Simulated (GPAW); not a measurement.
Set up this calculation in GPAW 26.7.0, as an ASE script.

- Task: single point
- Functional: PBE
- Potentials or basis: GPAW PAW data sets (gpaw-data 1.2.1)
- Cutoff: 800 eV
- Basis: pw
- k mesh: 6 × 10 × 6
- Occupations: fermi-dirac, width 0.05 eV
- Spin: no spin polarisation
- Maxiter: 150

BN:

```
N B
1.0
     4.88009    0.00000    0.00000
     0.00000    2.59146    0.00000
     0.00000    0.00000    4.29205
N B
4 4
Direct
  0.32113 0.75000 0.10649
  0.67887 0.25000 0.89351
  0.17887 0.25000 0.60649
  0.82113 0.75000 0.39351
  0.34041 0.25000 0.90710
  0.15959 0.75000 0.40710
  0.84041 0.25000 0.59290
  0.65959 0.75000 0.09290
```

Measurements of this composition are mostly on another form, of space group No. 194.

The input as run:

run.py

```python
from ase import Atoms
from ase.dft.bandgap import bandgap
from ase.io import write
from ase.units import Bohr, GPa
from gpaw import GPAW, PW
from gpaw.elf import elf_from_dft_calculation

atoms = Atoms(['N', 'N', 'N', 'N', 'B', 'B', 'B', 'B'],
              cell=[[4.880089, 0.0, 0.0],
                    [0.0, 2.591464, 0.0],
                    [0.0, 0.0, 4.292049]],
              scaled_positions=[[0.32113, 0.75, 0.106486],
                                [0.67887, 0.25, 0.893514],
                                [0.17887, 0.25, 0.606486],
                                [0.82113, 0.75, 0.393514],
                                [0.340413, 0.25, 0.907096],
                                [0.159587, 0.75, 0.407096],
                                [0.840413, 0.25, 0.592904],
                                [0.659587, 0.75, 0.092904]],
              pbc=True)

calc = GPAW(mode=PW(800),
            xc='PBE',
            kpts={'size': (6, 10, 6), 'gamma': True},
            occupations={'name': 'fermi-dirac', 'width': 0.05},
            nbands=32,
            convergence={'density': 1e-05, 'energy': 1e-05},
            maxiter=150,
            txt='gpaw.txt')
atoms.calc = calc
energy = atoms.get_potential_energy()
forces = atoms.get_forces()
stress = atoms.get_stress()
calc.write('gs.gpw')
write('result.traj', atoms)
print(f'Energy: {energy:.6f} eV')
print('Forces (eV/A):')
print(forces.round(4))
print('Stress (GPa):', (stress / GPa).round(3))
print('Fermi level:', round(calc.get_fermi_level(), 4), 'eV')
print(f'Gap: {bandgap(calc)[0]:.4f} eV, direct: {bandgap(calc, direct=True)[0]:.4f} eV')

# fields on the real-space grid
write('density.cube', atoms, data=calc.get_pseudo_density() * Bohr**3)
write('potential.cube', atoms, data=calc.get_electrostatic_potential())
write('elf.cube', atoms, data=elf_from_dft_calculation(calc).data)
```

Potentials or basis: GPAW PAW data sets (gpaw-data 1.2.1), pw.

The run is started by

```sh
$ OMP_NUM_THREADS=1 python run.py
```

Results of the run:

```yaml
Pressure: -1.2 GPa
Largest_force: 0.060 eV/Å
Band_gap_on_the_k_mesh: 5.68 eV, indirect (least direct gap 6.27 eV)
```

It took 8.9 min on 1 thread of Intel(R) Xeon(R) Processor @ 2.50GHz (Skylake/Cascade Lake), on a shared host, peak memory 0.57 GiB.
